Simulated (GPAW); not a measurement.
# ZnS (Wurtzite-2H) (P6_3mc) in GPAW: notebook, part 2 of 2

GPAW 26.7.0.

## 4. Band structure, PBE

File run.py:

```python
from ase import Atoms
from ase.dft.bandgap import bandgap
from ase.io import write
from ase.units import Bohr, GPa
from gpaw import GPAW, PW
from gpaw.elf import elf_from_dft_calculation

atoms = Atoms(['Zn', 'Zn', 'S', 'S'],
              cell=[[3.811, 0.0, 0.0],
                    [-1.9055, 3.3004228138, 0.0],
                    [0.0, 0.0, 6.234]],
              scaled_positions=[[0.6666666667, 0.3333333333, 0.5],
                                [0.3333333333, 0.6666666667, 0.0],
                                [0.6666666667, 0.3333333333, 0.885],
                                [0.3333333333, 0.6666666667, 0.385]],
              pbc=True)

calc = GPAW(mode=PW(600),
            xc='PBE',
            kpts={'size': (8, 8, 5), 'gamma': True},
            occupations={'name': 'fermi-dirac', 'width': 0.05},
            nbands=31,
            convergence={'density': 1e-05, 'energy': 1e-05},
            maxiter=150,
            txt='gpaw.txt')
atoms.calc = calc
energy = atoms.get_potential_energy()
forces = atoms.get_forces()
stress = atoms.get_stress()
calc.write('gs.gpw')
write('result.traj', atoms)
print(f'Energy: {energy:.6f} eV')
print('Forces (eV/A):')
print(forces.round(4))
print('Stress (GPa):', (stress / GPa).round(3))
print('Fermi level:', round(calc.get_fermi_level(), 4), 'eV')
print(f'Gap: {bandgap(calc)[0]:.4f} eV, direct: {bandgap(calc, direct=True)[0]:.4f} eV')

# fields on the real-space grid
write('density.cube', atoms, data=calc.get_pseudo_density() * Bohr**3)
write('potential.cube', atoms, data=calc.get_electrostatic_potential())
write('elf.cube', atoms, data=elf_from_dft_calculation(calc).data)

path = atoms.cell.bandpath('GMKGALHA,LM,KH', npoints=80, eps=1e-4)
bs_calc = calc.fixed_density(kpts=path, symmetry='off', nbands=48,
                             convergence={'bands': 'CBM+6.0', 'eigenstates': 1e-6}, txt='bands.txt')
bs = bs_calc.band_structure()
bs.write('bs.json')
print(f'Gap on the path: {bandgap(bs_calc)[0]:.4f} eV')
```

Potentials or basis: GPAW PAW data sets (gpaw-data 1.2.1), pw.

The run is started by

```bash
$ OMP_NUM_THREADS=1 python run.py
```

gpaw.txt:

```text
__  _  _
 | _ |_)|_||  |
 |__||  | ||/\| - 26.7.0

Input parameters:
  mode=PW(ecut=600.0),
  convergence={'density': 1e-05, 'energy': 1e-05},
  kpts=MonkhorstPack(size=(8, 8, 5), gamma=True),
  maxiter=150,
  nbands=31,
  occupations=Occupations(name='fermi-dirac', width=0.05),
  xc=XC(name='PBE')

Diagonalizing LCAO Hamiltonian
Converting LCAO to pw mode

            S

            Zn
        S

        Zn

Atoms  # Å, Bohr magnetons
|   | symbol |         x |        y |        z |    initial magnetic moments |
|---|--------|-----------|----------|----------|-----------------------------|
| 0 |     Zn |  1.905500 | 1.100141 | 3.117000 | ( 0.0000,  0.0000,  0.0000) |
| 1 |     Zn | -0.000000 | 2.200282 | 0.000000 | ( 0.0000,  0.0000,  0.0000) |
| 2 |      S |  1.905500 | 1.100141 | 5.517090 | ( 0.0000,  0.0000,  0.0000) |
| 3 |      S | -0.000000 | 2.200282 | 2.400090 | ( 0.0000,  0.0000,  0.0000) |

Unit cell  # Å
| periodic |         x |        y |        z |  lengths |     angles |
|----------|-----------|----------|----------|----------|------------|
|      yes |  3.811000 | 0.000000 | 0.000000 | 3.811000 |  90.000000 |
|      yes | -1.905500 | 3.300423 | 0.000000 | 3.811000 |  90.000000 |
|      yes |  0.000000 | 0.000000 | 6.234000 | 6.234000 | 120.000000 |

Number of symmetries: 6
Symmetry operations  # r_c * U_cc + t_c -> r_c
|   | kind |            matrix            |
|---|------|------------------------------|
| 0 |  σ   |  1, 1, 0,  0,-1, 0,  0, 0, 1 |
| 1 |  E   |  1, 0, 0,  0, 1, 0,  0, 0, 1 |
| 2 |  C3  |  0, 1, 0, -1,-1, 0,  0, 0, 1 |
| 3 |  σ   |  0,-1, 0, -1, 0, 0,  0, 0, 1 |
| 4 |  σ   | -1, 0, 0,  1, 1, 0,  0, 0, 1 |
| 5 |  C3  | -1,-1, 0,  1, 0, 0,  0, 0, 1 |

BZ-sampling:
  Number of BZ points: 320
  Number of IBZ points: 40

  Monkhorst-Pack size: [8, 8, 5]
  Monkhorst-Pack shift: [0.0625, 0.0625, 0.0]

K-points  # in reciprocal-cell coordinates
|     |                                coordinates |     weight |
|-----|--------------------------------------------|------------|
|   0 | (  0.00000000,   0.00000000,   0.00000000) | 0.00312500 |
|   1 | (  0.00000000,   0.00000000,   0.20000000) | 0.00625000 |
|   2 | (  0.00000000,   0.00000000,   0.40000000) | 0.00625000 |
|   3 | (  0.12500000,   0.00000000,  -0.40000000) | 0.01875000 |
|   4 | (  0.12500000,   0.00000000,  -0.20000000) | 0.01875000 |
|   5 | (  0.12500000,   0.00000000,   0.00000000) | 0.01875000 |
|   6 | (  0.12500000,   0.00000000,   0.20000000) | 0.01875000 |
|   7 | (  0.12500000,   0.00000000,   0.40000000) | 0.01875000 |
|   8 | (  0.25000000,  -0.12500000,   0.00000000) | 0.01875000 |
|   9 | (  0.25000000,  -0.12500000,   0.20000000) | 0.03750000 |
| ... |                                            |            |
|  39 | (  0.50000000,   0.50000000,   0.40000000) | 0.01875000 |

Plane wave coefficients: 2643
Cutoff: 600.0 eV

Spin-components: 1 (collinear spins)
Bands:           31
Projectors:      22
Spin-degeneracy: 2
Datatype:        complex128

Parallelization:
  kpt:    1
  domain: 1
  band:   1

Density:
  Valence electrons: 36.0
  Components: 1
  Grid points: [24 24 36]
  Charge: 0.0  # |e|

Potential:
  Grid points: [24 24 36]

species:
  Zn:
    name:    Zinc
    Z:       30.0
    valence: 12
    core:    18
    charge:  0.0  # [|e|]
    compensation charges:
      type: gauss
      rc: 0.37  # [Å]
      lmax: 2
    cutoffs:
      filter: 2.14  # [Å]
      core: 2.28  # [Å]
    projectors
    | kind |    occ | energy [eV] | rcut [Å] |
    |------|--------|-------------|----------|
    |   4s |  2.000 |      -5.977 |    1.286 |
    |   4p |  0.000 |      -1.117 |    1.270 |
    |   3d | 10.000 |     -10.142 |    1.180 |
    |    s |        |      21.234 |    1.286 |
    |    p |        |      26.095 |    1.270 |
    |    d |        |      17.070 |    1.180 |

    Using partial waves for Zn as LCAO basis

  S:
    name:    Sulfur
    Z:       16.0
    valence: 6
    core:    10
    charge:  0.0  # [|e|]
    compensation charges:
      type: gauss
      rc: 0.24  # [Å]
      lmax: 2
    cutoffs:
      filter: 1.77  # [Å]
      core: 1.66  # [Å]
    projectors
    | kind |    occ | energy [eV] | rcut [Å] |
    |------|--------|-------------|----------|
    |   3s |  2.000 |     -17.254 |    0.974 |
    |   3p |  4.000 |      -7.008 |    0.979 |
    |    s |        |       9.957 |    0.974 |
    |    p |        |      20.203 |    0.979 |
    |    d |        |       0.000 |    0.900 |

    Using partial waves for S as LCAO basis

Reference energy: -119437.893101  # eV

eigensolver:
  PPCG
  Converge bands: occupied
  niter=2

density mixing:
  MSR1-Mixer
  Pratt-step length: 0.05
  Maximum mixing coefficient: 0.75
  Old densities: 10
  SVD Regularization: 0.005
  Good broyden scale: 1.0
  Trust region scale: 1.0
  Backstep threshold: 4.0
  History deletion threshold: 6.0
  Fourier metric: weight=20.0, sigma=0.015

occupation numbers:
  Fermi-Dirac:
    width: 0.0500  # eV

poisson solver:
  ecut: 4800.0  # eV

xc functional:
  name: PBE with 2 nearest neighbor stencil

convergence criteria:
[... 6 lines left out ...]
|iter     | |      energy | eigst |  dens |
|---------|-|-------------|-------|-------|
|iter:   1| |  -14.537980 | +0.09 |       |
|iter:   2| |  -14.373602 | -1.53 | -1.18 |
|iter:   3| |  -13.800637 | -1.36 | -1.23 |
|iter:   4| |  -13.802975 | -2.51 | -1.80 |
|iter:   5| |  -13.806242 | -3.54 | -2.24 |
|iter:   6| |  -13.806150 | -4.16 | -2.99 |
|iter:   7| |  -13.806206c| -5.10 | -3.50 |
|iter:   8| |  -13.806221c| -5.96 | -3.85 |
|iter:   9| |  -13.806221c| -7.10 | -4.40 |
|iter:  10| |  -13.806221c| -7.44c| -5.02c|

Converged in 10 steps
Energy contributions relative to reference atoms: (reference = -119437.893101)

Energy contributions:
  Kinetic:          23.123397
  Coulomb:         -19.499429
  Zero:              0.108651
  External:          0.000000
  Xc:              -17.538839
  Entropy:          -0.000000
  Spinorbit:         0.000000
  ----------------------------
  Free energy:     -13.806221
  Extrapolated:    -13.806221

dipole moment: (0.000002, -0.000000, -7.474086)  # |e|*Ang

Fermi level: 4.766
Eigenvalues  # (at kpt = [0.000, 0.000, 0.000])
| band index |      eig [eV] | occ [0-2] |
|------------|---------------|-----------|
|          0 |        -9.374 |     2.000 |
|        ... |               |           |
|         10 |        -1.971 |     2.000 |
|         11 |        -1.813 |     2.000 |
|         12 |        -1.339 |     2.000 |
|         13 |         2.963 |     2.000 |
|         14 |         2.963 |     2.000 |
|         15 |         3.808 |     2.000 |
[... 8 lines left out ...]
|         24 |        11.401 |     0.000 |
|         25 |        13.116 |     0.000 |
|        ... |               |           |
|         30 |        16.062 |     0.000 |

Gap: 2.242 eV
Transition (v -> c):
  (s=0, k=0, n=17, [0.00, 0.00, 0.00]) -> (s=0, k=0, n=18, [0.00, 0.00, 0.00])
No difference between direct/indirect transitions

Forces  # eV/Ang
|        x |        y |        z |
|----------|----------|----------|
|  0.00000 |  0.00000 |  0.32819 |  # Zn   0
| -0.00000 | -0.00000 |  0.32811 |  # Zn   1
| -0.00000 |  0.00000 | -0.32821 |  # S    2
|  0.00000 |  0.00000 | -0.32817 |  # S    3

Stress tensor  # eV/Ang^3
|         x |         y |         z |
|-----------|-----------|-----------|
| -0.019158 |  0.000000 |  0.000000 |
|  0.000000 | -0.019158 |  0.000000 |
|  0.000000 |  0.000000 | -0.005925 |

# Writing to gs.gpw (mode='')
```

It took 3.6 min on 1 thread of Arm Neoverse V1, shared host; peak memory 0.48 GiB.

Results:

```
Free energy             : -13.8062 eV
Pressure                : 2.4 GPa
Largest force           : 0.328 eV/Å
Band gap on the k mesh  : 2.24 eV, direct
Band gap along the path : 2.24 eV, direct
```

Forces in eV/Å, atoms in the order of the input:
```
Zn   0.000  0.000  0.328
Zn   0.000  0.000  0.328
S    0.000  0.000 -0.328
S    0.000  0.000 -0.328
```

Levels at the corners of the path, in eV from the valence-band top:
```csv
point,band 15,band 16,band 17,band 18,band 19,band 20,band 21,band 22
Γ,-0.86,-0.01,-0.01,0.00,2.24,2.99,6.28,6.28
M,-3.15,-2.25,-1.56,-0.98,3.61,4.26,5.17,7.10
K,-3.87,-2.21,-2.21,-2.21,4.46,5.91,5.91,7.88
Γ,-0.86,-0.01,-0.01,0.00,2.24,2.99,6.28,6.28
A,-0.45,-0.45,-0.45,-0.45,3.51,3.51,6.70,6.70
L,-1.66,-1.66,-1.53,-1.53,3.61,3.61,5.13,5.13
H,-3.11,-3.11,-1.25,-1.25,4.53,4.53,6.47,6.47
A,-0.45,-0.45,-0.45,-0.45,3.51,3.51,6.70,6.70
L,-1.66,-1.66,-1.53,-1.53,3.61,3.61,5.13,5.13
M,-3.15,-2.25,-1.56,-0.98,3.61,4.26,5.17,7.10
K,-3.87,-2.21,-2.21,-2.21,4.46,5.91,5.91,7.88
H,-3.11,-3.11,-1.25,-1.25,4.53,4.53,6.47,6.47
```

## 5. The runs side by side

| task | level | potentials or basis | k mesh | band path | band points | gap on the mesh (eV) | pressure (GPa) | largest force (eV/Å) |
| --- | --- | --- | --- | --- | --- | --- | --- | --- |
| equation of state | PBEsol | PAW data sets generated in the run's folder for this functional, pw | 7 × 7 × 4 | - | - | - | - | - |
| band structure | r2SCAN | GPAW PAW data sets (gpaw-data 1.2.1), pw | 7 × 7 × 4 | GMKGALHA,LM,KH | 80 | 2.82 | -0.3 | 0.31 |
| band structure | PBE | GPAW PAW data sets (gpaw-data 1.2.1), pw | 8 × 8 × 5 | GMKGALHA,LM,KH | 80 | 2.24 | 2.4 | 0.33 |

Alike in all rows: no spin polarisation; cell as given; cutoff (eV) 600; smearing fermi-dirac 0.05 eV.

Caveats: the PAW data sets were made with another functional, which shifts forces and pressure a little (some runs).

Total energies depend on the potentials used, so only differences within one code and one set of settings carry meaning.

## 6. Against experiment

Step 3. A measured gap of ZnS is 3.911 eV (direct; 4 K; a printed reference work, monograph); the calculated 2.82 eV misses it by -1.09 eV. The value is that of r2SCAN, without temperature or zero-point motion.

Step 4. A measured gap of ZnS is 3.911 eV (direct; 4 K; a printed reference work, monograph); the calculated 2.24 eV misses it by -1.67 eV. The value is that of PBE, without temperature or zero-point motion. Semilocal functionals fall short of measured gaps as a rule.
